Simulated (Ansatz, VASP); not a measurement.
# GaP: VASP beside Ansatz

INCAR

```
SYSTEM = GaP
PREC = Accurate
ENCUT = 520
EDIFF = 1E-7
ISMEAR = 0
SIGMA = 0.05
LREAL = .False.
LASPH = .True.
NELM = 80
ALGO = Normal
ISIF = 2
LWAVE = .False.
LCHARG = .False.
GGA = PE
NBANDS = 16
```

The input KPOINTS:

```
Automatic mesh
0
Gamma
  8 8 8
  0 0 0
```

The input POSCAR:

```
GaP
1.0
    0.0000000000      2.8213502327      2.7525368124
    2.8213502327      0.0000000000      2.7525368124
    2.8213502327      2.8213502327      0.0000000000
Ga P
1 1
Direct
    0.0000000000      0.0000000000      0.0000000000
    0.7500000000      0.7500000000      0.7500000000
```

Input for Ansatz:

```yaml
crystal:
  lattice:
    - [0.0, 2.8213502327, 2.7525368124]
    - [2.8213502327, 0.0, 2.7525368124]
    - [2.8213502327, 2.8213502327, 0.0]
  atoms:
    - { symbol: Ga, position: [0.0, 0.0, 0.0] }
    - { symbol: P, position: [0.75, 0.75, 0.75] }
basis:
  ecutwfc: 420
kpoints:
  mp_grid: { grid: [8, 8, 8] }
hamiltonian:
  xc: pbe
scf:
  occupations: { method: gaussian, width: 0.05 }
output:
  forces: true
  stress: true
  eigenvalues: true
```

Change from the starting cell: strain +0.025 along x and y, +0.000 along z, atoms carried along.

Alike in both runs: task single point; functional PBE; k mesh 8 × 8 × 8; occupations gaussian, width 0.05 eV; no spin polarisation.

|  | VASP | Ansatz |
| --- | --- | --- |
| version | VASP 6.6.1 | Ansatz 0.2.0 |
| potentials or method | VASP PAW PBE potentials, release 64 (Ga_d, P) | scalar-relativistic, plane waves, PAW |
| plane-wave cutoff (eV) | 520 | 420 |
| valence electrons in the cell | 18 | 18 |

|  | VASP | Ansatz | Ansatz less VASP |
| --- | --- | --- | --- |
| gap on the k mesh at the Fermi level (eV) | 1.09 | 1.10 | +0.004 |
| least direct gap on the mesh (eV) | 1.09 | 1.10 | +0.004 |
| pressure (GPa) | -3.4 | -3.4 | -0.01 |
| largest component of the traceless stress (GPa) | 1.13 | 1.13 | -0.001 |

A k mesh can miss the band edges.
